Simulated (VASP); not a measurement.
# As (Pm-3m) in VASP: further runs

The runs below take As through single point, with PBEsol.

Program: VASP 6.6.1. These are calculated values, not measurements. Logs are shortened: lines on timing, memory, paths and dates and some standing lists are left out, and cuts for length are marked.

### Step 1. Starting point

The structure is cubic, space group Pm-3m (No. 221). The conventional cell has a = 2.692 Å, b = 2.692 Å, c = 2.692 Å, α = 90.00°, β = 90.00°, γ = 90.00°. Around As (site symmetry m-3m) lie 6 As at 2.69 Å.

This isn't the form of As at room conditions, which is rhombohedral.

### Step 2. Single point, PBEsol

INCAR

```
SYSTEM = As
  PREC = Accurate
  ENCUT = 520
  EDIFF = 1E-6
  ISMEAR = -1
  SIGMA = 0.1
  LREAL = .FALSE.
  LASPH = .TRUE.
  NELM = 100
  ALGO = Normal
  ISIF = 2
  LWAVE = .FALSE.
  LCHARG = .FALSE.
  GGA = PS
  NBANDS = 8
```

KPOINTS

```
regular mesh
0
G
  19 19 19
  0 0 0
```

POSCAR

```
As
1.0
    2.6918772479      0.0000000000      0.0000000000
    0.0000000000      2.6918772479      0.0000000000
    0.0000000000      0.0000000000      2.6918772479
As
1
Direct
    0.0000000000      0.0000000000      0.0000000000
```

Potentials or basis: VASP PAW PBE potentials, release 64 (As).

On the command line:

```bash
$ cat potpaw_PBE.64/As/POTCAR > POTCAR
$ mpirun -np 1 vasp_std > vasp.out
```

OUTCAR:

```text
SYSTEM = As
   PREC = Accurate
   ENCUT = 520
   EDIFF = 1E-6
   ISMEAR = -1
   LREAL = .FALSE.
   LASPH = .TRUE.
   NELM = 100
   ISIF = 2
   GGA = PS

 ion  position               nearest neighbor table
   1  0.000  0.000  0.000-

  LATTYP: Found a simple cubic cell.
 ALAT       =     2.6918772479

  Lattice vectors:

 A1 = (   2.6918772479,   0.0000000000,   0.0000000000)
 A2 = (   0.0000000000,   2.6918772479,   0.0000000000)
 A3 = (   0.0000000000,   0.0000000000,   2.6918772479)

Analysis of symmetry for initial positions (statically):
=====================================================================
 Subroutine PRICEL returns:
 Original cell was already a primitive cell.

 Routine SETGRP: Setting up the symmetry group for a
 simple cubic supercell.

 Subroutine GETGRP returns: Found 48 space group operations
 (whereof 48 operations were pure point group operations)
 out of a pool of 48 trial point group operations.

The static configuration has the point symmetry O_h .

Analysis of symmetry for dynamics (positions and initial velocities):
=====================================================================
 Subroutine PRICEL returns:
 Original cell was already a primitive cell.

 Routine SETGRP: Setting up the symmetry group for a
 simple cubic supercell.

 Subroutine GETGRP returns: Found 48 space group operations
 (whereof 48 operations were pure point group operations)
 out of a pool of 48 trial point group operations.

The dynamic configuration has the point symmetry O_h .

 Subroutine INISYM returns: Found 48 space group operations
 (whereof 48 operations are pure point group operations),
 and found     1 'primitive' translations

----------------------------------------------------------------------------------------

                                     Primitive cell

  volume of cell :      19.5059

  direct lattice vectors                    reciprocal lattice vectors
     2.691877248  0.000000000  0.000000000     0.371487965  0.000000000  0.000000000
     0.000000000  2.691877248  0.000000000     0.000000000  0.371487965  0.000000000
     0.000000000  0.000000000  2.691877248     0.000000000  0.000000000  0.371487965

  length of vectors
     2.691877248  2.691877248  2.691877248     0.371487965  0.371487965  0.371487965

  position of ions in fractional coordinates (direct lattice)
     0.000000000  0.000000000  0.000000000

  ion indices of the primitive-cell ions
   primitive index   ion index
                 1           1

----------------------------------------------------------------------------------------

 KPOINTS: regular mesh

Automatic generation of k-mesh.
 Grid dimensions read from file:
 generate k-points for:   19   19   19

 Generating k-lattice:

  Cartesian coordinates                     Fractional coordinates (reciprocal lattice)
     0.019551998  0.000000000  0.000000000     0.052631579  0.000000000  0.000000000
     0.000000000  0.019551998  0.000000000     0.000000000  0.052631579  0.000000000
     0.000000000  0.000000000  0.019551998     0.000000000  0.000000000  0.052631579

  Length of vectors
     0.019551998  0.019551998  0.019551998

  Shift w.r.t. Gamma in fractional coordinates (k-lattice)
     0.000000000  0.000000000  0.000000000

 Subroutine IBZKPT returns following result:
 ===========================================

 Found    220 irreducible k-points:

 Following reciprocal coordinates:
            Coordinates               Weight
  0.000000  0.000000  0.000000      1.000000
  0.052632  0.000000  0.000000      6.000000
  0.105263  0.000000  0.000000      6.000000
  0.157895  0.000000  0.000000      6.000000
  0.210526  0.000000  0.000000      6.000000
  0.263158  0.000000  0.000000      6.000000
[... 16 lines left out ...]
  0.263158  0.105263  0.000000     24.000000
  0.315789  0.105263  0.000000     24.000000
 [... further k-points ...]
   k-points           NKPTS =    220   k-points in BZ     NKDIM =    220   number of bands    NBANDS=      8
   number of dos      NEDOS =    301   number of ions     NIONS =      1
   total plane-waves  NPLWV =   8000
   dimension x,y,z NGX =    20 NGY =   20 NGZ =   20
   dimension x,y,z NGXF=    40 NGYF=   40 NGZF=   40
   ions per type =               1
   NGX,Y,Z   is equivalent  to a cutoff of  12.35, 12.35, 12.35 a.u.
   NGXF,Y,Z  is equivalent  to a cutoff of  24.70, 24.70, 24.70 a.u.
 SYSTEM =  As
   PREC   = accura    normal or accurate (medium, high low for compatibility)
   ISTART =      0    job   : 0-new  1-cont  2-samecut
   ICHARG =      2    charge: 1-file 2-atom 10-const
   ISPIN  =      1    spin polarized calculation?
   LNONCOLLINEAR =      F non collinear calculations
   LSORBIT =      F    spin-orbit coupling
   LASPH  =      T    aspherical Exc in radial PAW
   ENCUT  =  520.0 eV  38.22 Ry    6.18 a.u.   5.01  5.01  5.01*2*pi/ulx,y,z
   NELM   =    100;   NELMIN=  2; NELMDL= -5     # of ELM steps
   EDIFF  = 0.1E-05   stopping-criterion for ELM
   LREAL  =      F    real-space projection
   EDIFFG = 0.1E-04   stopping-criterion for IOM
   NSW    =      0    number of steps for IOM
   IBRION =     -1    ionic relax: 0-MD 1-quasi-New 2-CG
   NFREE  =      0    steps in history (QN), initial steepest desc. (CG)
   ISIF   =      2    stress and relaxation
   ISYM   =      2    0-nonsym 1-usesym 2-fastsym
   POTIM  = 0.5000    time-step for ionic-motion
   TEBEG  =    0.0;   TEEND  =   0.0 temperature during run
   PSTRESS=    0.0 pullay stress
   NELECT =       5.0000    total number of electrons
   NUPDOWN=      -1.0000    fix difference up-down
   EMIN   =  10.00;   EMAX   =-10.00  energy-range for DOS
   EFERMI =   0.00;   METHOD = LEGACY
   ISMEAR =    -1;   SIGMA  =   0.10  broadening in eV -4-tet -1-fermi 0-gaus
   EFERMI_NEDOS =   21; number of points for ismear=-14 and -15
   IALGO  =     38    algorithm
   IMIX   =      4    mixing-type and parameters
     AMIX     =   0.40;   BMIX     =  1.00
     AMIX_MAG =   1.60;   BMIX_MAG =  1.00
  volume/ion in A,a.u.               =      19.51       131.63
  Fermi-wavevector in a.u.,A,eV,Ry     =   1.039943  1.965208 14.714451  1.081482
  Thomas-Fermi vector in A             =   2.174496
   LORBIT       =      0    0 simple, 1 ext, 2 COOP (PROOUT), +10 PAW based schemes
   GGA     = PS    functional components
   LHFCALC =     F    Hartree Fock is set to
   AEXX    =    0.0000 exact exchange contribution
   IVDW    =     0    specifies the selected vdW correction
   LEPSILON=     F    determine dielectric tensor
   LRPA    =     F    only Hartree local field effects (RPA)
 non-spin polarized calculation
  energy-cutoff  :      520.00
  volume of cell :       19.51
 maximum number of plane-waves:       540
   NGX = 11   NGY = 11   NGZ = 11

 number of electron       5.0000001 magnetization

 Free energy of the ion-electron system (eV)
  ---------------------------------------------------
  ext. energy  EPLUGINS =         0.00000000
  ---------------------------------------------------
  free energy    TOTEN  =        -5.04003812 eV

  energy without entropy =       -5.02586561  energy(sigma->0) =       -5.03295186

 E-fermi :   5.9994     XC(G=0): -10.6143

 val. band max:        5.9700278908   @ k =   0.4737   0.4737   0.3684
 cond. band min:       6.0328647119   @ k =   0.4211   0.2632   0.1579
 fundamental gap:      0.0628368210
 Fermi energy:         5.9994073628

 k-point     1 :       0.0000    0.0000    0.0000
  band No.  band energies     occupation
      1      -9.1529      2.00000
      2      10.1573      0.00000
      3      10.1573      0.00000
      4      10.1573      0.00000
      5      14.4745      0.00000
      6      14.4745      0.00000
      7      16.4721      0.00000
      8      31.0752      0.00000

 k-point     2 :       0.0526    0.0000    0.0000
  band No.  band energies     occupation
      1      -9.1010      2.00000
      2       9.4110      0.00000
      3      10.2034      0.00000
      4      10.2034      0.00000
      5      14.5209      0.00000
      6      15.0487      0.00000
      7      16.7807      0.00000
      8      30.0992      0.00000

 k-point     3 :       0.1053    0.0000    0.0000
  band No.  band energies     occupation
      1      -8.9461      2.00000
      2       7.9080      0.00000
      3      10.3399      0.00000
      4      10.3399      0.00000
      5      14.6594      0.00000
      6      15.7457      0.00000
      7      17.9898      0.00000
      8      28.5224      0.00000

 k-point     4 :       0.1579    0.0000    0.0000
  band No.  band energies     occupation
      1      -8.6902      2.00000
      2       6.2592      0.13857
      3      10.5616      0.00000
      4      10.5616      0.00000
      5      14.8873      0.00000
      6      16.1719      0.00000
      7      19.8547      0.00000
      8      26.9429      0.00000

 k-point     5 :       0.2105    0.0000    0.0000
  band No.  band energies     occupation
      1      -8.3379      2.00000
      2       4.6384      2.00000
      3      10.8585      0.00000
      4      10.8585      0.00000
      5      15.1993      0.00000
      6      16.5869      0.00000
      7      21.8492      0.00000
      8      25.4541      0.00000

 k-point     6 :       0.2632    0.0000    0.0000
  band No.  band energies     occupation
      1      -7.8978      2.00000
      2       3.1090      2.00000
      3      11.2143      0.00000
      4      11.2143      0.00000
      5      15.5858      0.00000
      6      17.0705      0.00000
      7      23.4546      0.00000
      8      24.0944      0.00000

 k-point     7 :       0.3158    0.0000    0.0000
  band No.  band energies     occupation
      1      -7.3867      2.00000
      2       1.7111      2.00000
      3      11.6029      0.00000
      4      11.6029      0.00000
      5      16.0282      0.00000
      6      17.6421      0.00000
      7      22.8977      0.00000
      8      22.8977      0.00000

 k-point     8 :       0.3684    0.0000    0.0000
  band No.  band energies     occupation
      1      -6.8387      2.00000
      2       0.4906      2.00000
      3      11.9841      0.00000
      4      11.9841      0.00000
      5      16.4921      0.00000
      6      18.3054      0.00000
      7      21.9083      0.00000
      8      21.9083      0.00000

 k-point     9 :       0.4211    0.0000    0.0000
  band No.  band energies     occupation
      1      -6.3257      2.00000
      2      -0.4739      2.00000
      3      12.3006      0.00000
      4      12.3006      0.00000
      5      16.9114      0.00000
      6      19.0530      0.00000
      7      21.1855      0.00000
      8      21.1855      0.00000

 k-point    10 :       0.4737    0.0000    0.0000
  band No.  band energies     occupation
      1      -5.9869      2.00000
      2      -1.0392      2.00000
      3      12.4845      0.00000
      4      12.4845      0.00000
      5      17.1768      0.00000
      6      19.8221      0.00000
      7      20.7983      0.00000
      8      20.7983      0.00000
[... 78 lines left out ...]
 k-point    18 :       0.4211    0.0526    0.0000
  band No.  band energies     occupation
      1      -6.2737      2.00000
      2      -0.4243      2.00000
      3      11.6619      0.00000
      4      12.3455      0.00000
      5      17.3367      0.00000
      6      18.6961      0.00000
      7      20.5652      0.00000
      8      21.2318      0.00000

 k-point    19 :       0.4737    0.0526    0.0000
  band No.  band energies     occupation
      1      -5.9348      2.00000
      2      -0.9897      2.00000
      3      11.8639      0.00000
      4      12.5292      0.00000
      5      17.6102      0.00000
      6      18.7051      0.00000
      7      20.8449      0.00000
      8      20.8684      0.00000

 k-point    20 :       0.1053    0.1053    0.0000
  band No.  band energies     occupation
      1      -8.7392      2.00000
      2       7.9247      0.00000
      3       8.2860      0.00000
      4      10.5222      0.00000
      5      15.3551      0.00000
      6      17.4732      0.00000
      7      18.4597      0.00000
      8      26.0132      0.00000

 k-point    21 :       0.1579    0.1053    0.0000
  band No.  band energies     occupation
      1      -8.4834      2.00000
      2       6.4367      0.02493
      3       8.3638      0.00000
      4      10.7435      0.00000
      5      15.6384      0.00000
      6      18.1019      0.00000
      7      19.9363      0.00000
      8      24.5358      0.00000

 k-point    22 :       0.2105    0.1053    0.0000
  band No.  band energies     occupation
      1      -8.1311      2.00000
      2       4.8271      1.99998
      3       8.6711      0.00000
      4      11.0400      0.00000
      5      15.9807      0.00000
      6      18.3985      0.00000
      7      21.4752      0.00000
      8      23.5938      0.00000

 k-point    23 :       0.2632    0.1053    0.0000
  band No.  band energies     occupation
      1      -7.6910      2.00000
      2       3.3021      2.00000
      3       9.0526      0.00000
      4      11.3950      0.00000
      5      16.3946      0.00000
      6      18.6015      0.00000
      7      21.3213      0.00000
      8      24.2968      0.00000

 k-point    24 :       0.3158    0.1053    0.0000
  band No.  band energies     occupation
      1      -7.1797      2.00000
      2       1.9064      2.00000
      3       9.4804      0.00000
      4      11.7827      0.00000
      5      16.8653      0.00000
      6      18.5244      0.00000
      7      20.8013      0.00000
      8      23.0761      0.00000

 [... further k-points ...]

------------------------ aborting loop because EDIFF is reached ----------------------------------------

  FORCE on cell =-STRESS in cart. coord.  units (eV):
  Direction    XX          YY          ZZ          XY          YZ          ZX
  --------------------------------------------------------------------------------------
  -------------------------------------------------------------------------------------
  Total        0.0489837      0.0489837      0.0489837      0.0000000      0.0000000      0.0000000
  in kB        4.0234274      4.0234274      4.0234274      0.0000000      0.0000000      0.0000000
  external PRESSURE =       4.0234274 kB  Pullay stress =       0.0000000 kB

 VOLUME and BASIS-vectors are now :
 -----------------------------------------------------------------------------
  energy-cutoff  :      520.00
  volume of cell :       19.51
      direct lattice vectors                 reciprocal lattice vectors
     2.691877248  0.000000000  0.000000000     0.371487965  0.000000000  0.000000000
     0.000000000  2.691877248  0.000000000     0.000000000  0.371487965  0.000000000
     0.000000000  0.000000000  2.691877248     0.000000000  0.000000000  0.371487965

 POSITION                                       TOTAL-FORCE (eV/Angst)
 -----------------------------------------------------------------------------------
      0.00000      0.00000      0.00000         0.000000      0.000000      0.000000
 -----------------------------------------------------------------------------------
    total drift:                                0.000000      0.000000      0.000000

  FREE ENERGIE OF THE ION-ELECTRON SYSTEM (eV)
  ---------------------------------------------------
  free  energy   TOTEN  =        -5.0400381153 eV

  energy  without entropy=       -5.0258656143  energy(sigma->0) =       -5.03295186
```

It took 9.2 s on 1 thread of AMD EPYC 9R45 (Zen 5), shared host; peak memory 0.12 GiB.

What came out:

```yaml
Free_energy: -5.0400 eV
Pressure: 0.4 GPa
Band_gap_on_the_k_mesh: none (metal or under the smearing width)
```

Caveat: the PAW data sets were made with another functional, which shifts forces and pressure a little.

### Step 3. Single point, PBEsol

This run uses another cell than the first one, of 18.73 Å³/atom, 0.960 times its volume.

INCAR

```
PREC = Accurate
ENCUT = 520
EDIFF = 1E-6
ISMEAR = -1
SIGMA = 0.1
LREAL = False
LASPH = True
NELM = 60
ALGO = Normal
ISIF = 2
LWAVE = False
LCHARG = False
GGA = PS
NBANDS = 8
```

KPOINTS

```
regular mesh
0
Gamma
  13 13 13
```

POSCAR

```
As
1.0
    2.6554960686      0.0000000000      0.0000000000
    0.0000000000      2.6554960686      0.0000000000
    0.0000000000      0.0000000000      2.6554960686
As
1
Direct
    0.0000000000      0.0000000000      0.0000000000
```

Potentials or basis: VASP PAW PBE potentials, release 64 (As).

On the command line:

```bash
$ cat potpaw_PBE.64/As/POTCAR > POTCAR
$ mpirun -np 1 vasp_std > vasp.out
```

Run time: 4.1 s. Hardware: 1 thread of AMD EPYC 9R45 (Zen 5), shared host; peak memory 0.1 GiB.

The run converged. Its results:

```yaml
Free_energy: -5.0422 eV
Pressure: 4.4 GPa
Band_gap_on_the_k_mesh: none (metal or under the smearing width)
```

Levels at points of the mesh, in eV from the Fermi level:
```
           k point  band 1  band 2  band 3  band 4  band 5
(0.00, 0.00, 0.00)  -15.59    4.26    4.26    4.26    8.46
```

Caveat: the PAW data sets were made with another functional, which shifts forces and pressure a little.

### Step 4. Single point, PBEsol

INCAR

```
ALGO = Fast
EDIFF = 1E-7
ENCUT = 520
GGA = PS
ISIF = 2
ISMEAR = -1
LASPH = T
LCHARG = F
LREAL = F
LWAVE = F
NBANDS = 8
NELM = 60
PREC = Accurate
SIGMA = 0.1
```

KPOINTS

```
k-points
0
Gamma
  13 13 13
```

POSCAR

```
As
1.0
    2.6918772479      0.0000000000      0.0000000000
    0.0000000000      2.6918772479      0.0000000000
    0.0000000000      0.0000000000      2.6918772479
As
1
Direct
    0.0000000000      0.0000000000      0.0000000000
```

On the command line:

```bash
$ cat potpaw_PBE.64/As/POTCAR > POTCAR
$ mpirun -np 1 vasp_std > vasp.out
```

Wall time 4.9 s (1 thread of AMD EPYC 9R45 (Zen 5), shared host); peak memory 0.1 GiB.

The run converged. Its results:

- Free energy: -5.0533 eV
- Pressure: 0.3 GPa
- Band gap on the k mesh: none (metal or under the smearing width)

Levels at points of the mesh, in eV from the Fermi level:
| k point | band 1 | band 2 | band 3 | band 4 | band 5 | band 6 | band 7 |
| --- | --- | --- | --- | --- | --- | --- | --- |
| (0.00, 0.00, 0.00) | -15.20 | 4.11 | 4.11 | 4.11 | 8.43 | 8.43 | 10.42 |

Caveat: the PAW data sets were made with another functional, which shifts forces and pressure a little.

(Continued in part 2 of 2.)
